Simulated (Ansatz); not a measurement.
# How far is PAW off for AlN?

```
CELL_PARAMETERS angstrom
3.11100 0.00000 0.00000
-1.55550 2.69421 0.00000
0.00000 0.00000 4.97800
ATOMIC_POSITIONS crystal
Al 0.33333 0.66667 0.00000
Al 0.66667 0.33333 0.50000
N 0.33333 0.66667 0.38500
N 0.66667 0.33333 0.88500
```

Atoms are numbered in the order listed.

Conventional cell: a = 3.111 Å, b = 3.111 Å, c = 4.978 Å, α = 90.00°, β = 90.00°, γ = 120.00°. Al (atom 1) is surrounded by 4 N at 1.89 to 1.92 Å. Around N (atom 3) lie 4 Al at 1.89 to 1.92 Å.

The cell is COD entry 9008860, as deposited and not checked against the literature; nothing was relaxed.

Levels of theory: DFT, PBEsol, PAW with Ansatz's default frozen-core files, scalar-relativistic (Ansatz 0.2.0); DFT, PBEsol, all-electron PAW with datasets made for the crystal, scalar-relativistic (Ansatz 0.2.0); DFT, PBEsol, all-electron LAPW, scalar-relativistic (Ansatz 0.2.0).

For PAW: a Γ-centred 11×11×6 k mesh, Fermi–Dirac smearing of 0.02 eV, cutoff 420 eV, no spin polarisation; the PAW files were made with PBE, and the program remakes their frozen cores for this functional. The crystal-made all-electron datasets (AE datasets) take a cutoff of 360 eV at this cell. LAPW targets a basis error of 1 meV/atom. The Ansatz runs share mesh, smearing and spin set-up. Plane-wave (PAW) pressures include the program's estimate of the Pulay term.

Stress and pressure are positive in compression.

Levels count from the top of the valence band.

```tsv
quantity	PAW	AE datasets	LAPW
pressure (GPa)	?	0.42	0.42
stress xx (GPa)	?	1.07	1.07
stress zz (GPa)	?	-0.88	-0.87
force on Al1, z (eV/Å)	0.177	0.177	0.177
force on N3, z (eV/Å)	-0.177	-0.177	-0.177
band gap (eV)	4.074	4.084	4.084
highest filled level at A (eV)	-0.632	-0.632	-0.632
lowest empty level at A (eV)	6.350	6.354	6.354
highest filled level at L (eV)	-1.408	-1.410	-1.410
lowest empty level at L (eV)	5.148	5.144	5.144
highest filled level at K (eV)	-2.436	-2.442	-2.442
lowest empty level at K (eV)	4.880	4.877	4.877
```

**Question.** Fill in "PAW" for the row "pressure (GPa)".

**Answer.** 0.56.

**Question.** Give the missing entry: row "stress xx (GPa)", column "PAW".

**Answer.** 1.22.

**Question.** Give the missing entry: row "stress zz (GPa)", column "PAW".

**Answer.** -0.75.
